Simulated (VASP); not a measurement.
# Cd2S (P3m1) in VASP: a series of runs, part 2 of 2

VASP 6.6.1.

**3. Equation of state, PBE+D3(BJ), 23.80 Å³/atom (a relaxed cell with its volume scaled by 0.96)**

INCAR

```
SYSTEM = Cd2S
PREC = Accurate
ENCUT = 520
EDIFF = 1E-6
ISMEAR = 0
SIGMA = 0.02
LREAL = .False.
LASPH = .True.
NELM = 80
ALGO = Normal
ISIF = 2
LWAVE = .False.
LCHARG = .False.
GGA = PE
IVDW = 12
```

KPOINTS

```
regular mesh
0
Gamma
  8 8 4
  0 0 0
```

POSCAR

```
Cd2S                                    
1.0
    3.7992249862      0.0000000000      0.0000000000
   -1.8996124931      3.2902253528      0.0000000000
    0.0000000000     -0.0000000000      5.7123733340
  Cd              S             
     2     1
Direct
     0.3333333332999970    0.6666666667000030    0.9336497086681673
     0.6666666667000030    0.3333333332999970    0.5820539110571132
     0.3333333332999970    0.6666666667000030    0.3614533802747164
```

Potentials or basis: VASP PAW PBE potentials, release 64 (Cd, S).

Started as:

```console
$ cat potpaw_PBE.64/Cd/POTCAR potpaw_PBE.64/S/POTCAR > POTCAR
$ mpirun -np 1 vasp_std > vasp.out
```

OUTCAR:

```text
SYSTEM = Cd2S
   PREC = Accurate
   ENCUT = 520
   EDIFF = 1E-6
   ISMEAR = 0
   LREAL = .False.
   LASPH = .True.
   NELM = 80
   ISIF = 2
   GGA = PE
   IVDW = 12
 IVDW          = 12

 ion  position               nearest neighbor table
   1  0.333  0.667  0.934-   3 2.44   2 2.97   2 2.97   2 2.97   3 3.27
   2  0.667  0.333  0.582-   3 2.53   3 2.53   3 2.53   1 2.97   1 2.97   1 2.97
   3  0.333  0.667  0.361-   1 2.44   2 2.53   2 2.53   2 2.53   1 3.27

  LATTYP: Found a hexagonal cell.
 ALAT       =     3.7992249862
 C/A-ratio  =     1.5035627937

  Lattice vectors:

[... 720 lines left out ...]
 Edisp (eV)   -1.04619

 E8    (eV) :    -0.4414

  FORCE on cell =-STRESS in cart. coord.  units (eV):
  Direction    XX          YY          ZZ          XY          YZ          ZX
  --------------------------------------------------------------------------------------
  -------------------------------------------------------------------------------------
  Total       0.88830     0.88830     1.37894     0.00000     0.00000     0.00000
  in kB      19.93127    19.93127    30.93985     0.00000     0.00000     0.00000
  external pressure =       23.60 kB  Pullay stress =        0.00 kB

 VOLUME and BASIS-vectors are now :
 -----------------------------------------------------------------------------
  energy-cutoff  :      520.00
  volume of cell :       71.41
      direct lattice vectors                 reciprocal lattice vectors
     3.799224986  0.000000000  0.000000000     0.263211577  0.151965275  0.000000000
    -1.899612493  3.290225353  0.000000000     0.000000000  0.303930550  0.000000000
     0.000000000  0.000000000  5.712373334     0.000000000  0.000000000  0.175058586

 POSITION                                       TOTAL-FORCE (eV/Angst)
 -----------------------------------------------------------------------------------
     -0.00000      2.19348      5.33336         0.000000     -0.000000     -0.086742
      1.89961      1.09674      3.32491        -0.000000      0.000000      0.173136
     -0.00000      2.19348      2.06476        -0.000000      0.000000     -0.086395
 -----------------------------------------------------------------------------------
    total drift:                                0.000000     -0.000000     -0.000523

  FREE ENERGIE OF THE ION-ELECTRON SYSTEM (eV)
  ---------------------------------------------------
  free  energy   TOTEN  =        -7.1735564326 eV

  energy  without entropy=       -7.1735564326  energy(sigma->0) =       -7.17355643
```

OSZICAR:

```text
N       E                     dE             d eps       ncg     rms          rms(c)
DAV:   1     0.214465576194E+03    0.21447E+03   -0.15676E+04  1330   0.151E+03
DAV:   2     0.315577781286E+01   -0.21131E+03   -0.20448E+03  1440   0.372E+02
DAV:   3    -0.682754235434E+01   -0.99833E+01   -0.99176E+01  1493   0.818E+01
DAV:   4    -0.694086064880E+01   -0.11332E+00   -0.11325E+00  1472   0.768E+00
DAV:   5    -0.694234972020E+01   -0.14891E-02   -0.14890E-02  1490   0.875E-01    0.965E+00
DAV:   6    -0.614233501193E+01    0.80001E+00   -0.20873E+00  1629   0.152E+01    0.721E+00
DAV:   7    -0.613415116680E+01    0.81838E-02   -0.58406E-01  1453   0.532E+00    0.319E+00
DAV:   8    -0.612988007458E+01    0.42711E-02   -0.99904E-02  1447   0.323E+00    0.405E-01
DAV:   9    -0.612732717407E+01    0.25529E-02   -0.22716E-02  1513   0.164E+00    0.183E-01
DAV:  10    -0.612735763247E+01   -0.30458E-04   -0.13787E-03  1423   0.342E-01    0.143E-01
DAV:  11    -0.612737897721E+01   -0.21345E-04   -0.65693E-04  1445   0.190E-01    0.608E-02
DAV:  12    -0.612736159266E+01    0.17385E-04   -0.12101E-04  1476   0.852E-02    0.273E-02
DAV:  13    -0.612736316436E+01   -0.15717E-05   -0.94005E-06  1438   0.302E-02    0.133E-02
DAV:  14    -0.612736336115E+01   -0.19678E-06   -0.62940E-07   707   0.652E-03
   1 F= -.71735564E+01 E0= -.71735564E+01  d E =-.255685E-23
```

stdout:

```text
POSCAR found type information on POSCAR CdS
 POSCAR found :  2 types and       3 ions
 scaLAPACK will be used
 LDA part: xc-table for (Slater+PW92), standard interpolation
 POSCAR, INCAR and KPOINTS ok, starting setup
 FFT: planning ... GRIDC
 FFT: planning ... GRID_SOFT
 FFT: planning ... GRID
 WAVECAR not read
 entering main loop
```

It took 22 s on 1 thread of AMD EPYC 9R45 (Zen 5), shared host; peak memory 0.17 GiB.

Results:

| Quantity | Value |
| --- | --- |
| Free energy | -7.1736 eV |
| Pressure | 2.4 GPa |
| Largest force | 0.173 eV/Å |
| Band gap on the k mesh | 0.43 eV, indirect (least direct gap 0.89 eV) |
| Dispersion energy per atom | -0.349 eV |

**4. Equation of state, PBE+D3(BJ), 24.30 Å³/atom (a relaxed cell with its volume scaled by 0.98)**

INCAR is that of step 3.

KPOINTS is that of step 3.

POSCAR

```
Cd2S                                    
1.0
    3.8254273659      0.0000000000      0.0000000000
   -1.9127136829      3.3129172792      0.0000000000
    0.0000000000     -0.0000000000      5.7517702571
  Cd              S             
     2     1
Direct
     0.3333333332999970    0.6666666667000030    0.9336497086681673
     0.6666666667000030    0.3333333332999970    0.5820539110571132
     0.3333333332999970    0.6666666667000030    0.3614533802747164
```

Started as:

```console
$ cat potpaw_PBE.64/Cd/POTCAR potpaw_PBE.64/S/POTCAR > POTCAR
$ mpirun -np 1 vasp_std > vasp.out
```

Wall time 24 s (1 thread of AMD EPYC 9R45 (Zen 5), shared host); peak memory 0.18 GiB.

The run converged. Its results:

```
Free energy                : -7.1899 eV
Pressure                   : 1.1 GPa
Largest force              : 0.081 eV/Å
Band gap on the k mesh     : 0.40 eV, indirect (least direct gap 0.84 eV)
Dispersion energy per atom : -0.341 eV
```

**5. Equation of state, PBE+D3(BJ), 24.79 Å³/atom**

INCAR is that of step 4.

KPOINTS is that of step 4.

POSCAR

```
Cd2S                                    
1.0
    3.8512756322      0.0000000000      0.0000000000
   -1.9256378161      3.3353025345      0.0000000000
    0.0000000000     -0.0000000000      5.7906347486
  Cd              S             
     2     1
Direct
     0.3333333332999970    0.6666666667000030    0.9336497086681673
     0.6666666667000030    0.3333333332999970    0.5820539110571132
     0.3333333332999970    0.6666666667000030    0.3614533802747164
```

Started as:

```console
$ cat potpaw_PBE.64/Cd/POTCAR potpaw_PBE.64/S/POTCAR > POTCAR
$ mpirun -np 1 vasp_std > vasp.out
```

Run time: 27 s. Hardware: 1 thread of AMD EPYC 9R45 (Zen 5), shared host; peak memory 0.19 GiB.

It converged, with:

| Property | Result |
| --- | --- |
| Free energy | -7.1955 eV |
| Pressure | 0.1 GPa |
| Largest force | 0.005 eV/Å |
| Band gap on the k mesh | 0.36 eV, indirect (least direct gap 0.79 eV) |
| Dispersion energy per atom | -0.334 eV |

**6. Equation of state, PBE+D3(BJ), 25.29 Å³/atom (a relaxed cell with its volume scaled by 1.02)**

INCAR is that of step 5.

KPOINTS is that of step 5.

POSCAR

```
Cd2S                                    
1.0
    3.8767815121      0.0000000000      0.0000000000
   -1.9383907561      3.3573912745      0.0000000000
    0.0000000000     -0.0000000000      5.8289844407
  Cd              S             
     2     1
Direct
     0.3333333332999970    0.6666666667000030    0.9336497086681673
     0.6666666667000030    0.3333333332999970    0.5820539110571132
     0.3333333332999970    0.6666666667000030    0.3614533802747164
```

Potentials or basis: VASP PAW PBE potentials, release 64 (Cd, S).

Started as:

```console
$ cat potpaw_PBE.64/Cd/POTCAR potpaw_PBE.64/S/POTCAR > POTCAR
$ mpirun -np 1 vasp_std > vasp.out
```

Wall time 27 s (1 thread of AMD EPYC 9R45 (Zen 5), shared host); peak memory 0.19 GiB.

Results (log left out):

| Quantity | Value |
| --- | --- |
| Free energy | -7.1917 eV |
| Pressure | -0.9 GPa |
| Largest force | 0.084 eV/Å |
| Band gap on the k mesh | 0.33 eV, indirect (least direct gap 0.75 eV) |
| Dispersion energy per atom | -0.327 eV |

**7. Equation of state, PBE+D3(BJ), 25.79 Å³/atom (a relaxed cell with its volume scaled by 1.04)**

INCAR is that of step 6.

KPOINTS is that of step 6.

POSCAR

```
Cd2S                                    
1.0
    3.9019561234      0.0000000000      0.0000000000
   -1.9509780617      3.3791931274      0.0000000000
    0.0000000000     -0.0000000000      5.8668360496
  Cd              S             
     2     1
Direct
     0.3333333332999970    0.6666666667000030    0.9336497086681673
     0.6666666667000030    0.3333333332999970    0.5820539110571132
     0.3333333332999970    0.6666666667000030    0.3614533802747164
```

Started as:

```console
$ cat potpaw_PBE.64/Cd/POTCAR potpaw_PBE.64/S/POTCAR > POTCAR
$ mpirun -np 1 vasp_std > vasp.out
```

Wall time 27 s (1 thread of AMD EPYC 9R45 (Zen 5), shared host); peak memory 0.19 GiB.

Results (log left out):

```
Free energy                : -7.1795 eV
Pressure                   : -1.8 GPa
Largest force              : 0.159 eV/Å
Band gap on the k mesh     : 0.30 eV, indirect (least direct gap 0.70 eV)
Dispersion energy per atom : -0.320 eV
```

**8. Equation of state, PBE+D3(BJ)**

This run uses another cell than the first one, of 24.79 Å³/atom, 0.942 times its volume.

Potentials or basis: VASP PAW PBE potentials, release 64 (Cd, S).

This step only gathers the single runs of the series.

What came out:

| Property | Result |
| --- | --- |
| Equilibrium volume | 24.83 Å³/atom |
| Bulk modulus at fixed shape and positions | 51 GPa |
| Pressure derivative of the bulk modulus | 4.9 (rough: it moves with the points fitted) |

Energy against volume, from the lowest point:
| volume (Å³/atom) | energy (meV/atom) |
| --- | --- |
| 23.802 | 7.32 |
| 24.298 | 1.89 |
| 24.794 | 0.00 |
| 25.290 | 1.28 |
| 25.786 | 5.36 |

Caveat: the cell was scaled at fixed shape and fractional positions, which overstates the stiffness of a crystal with free parameters, most of all of layers and chains.
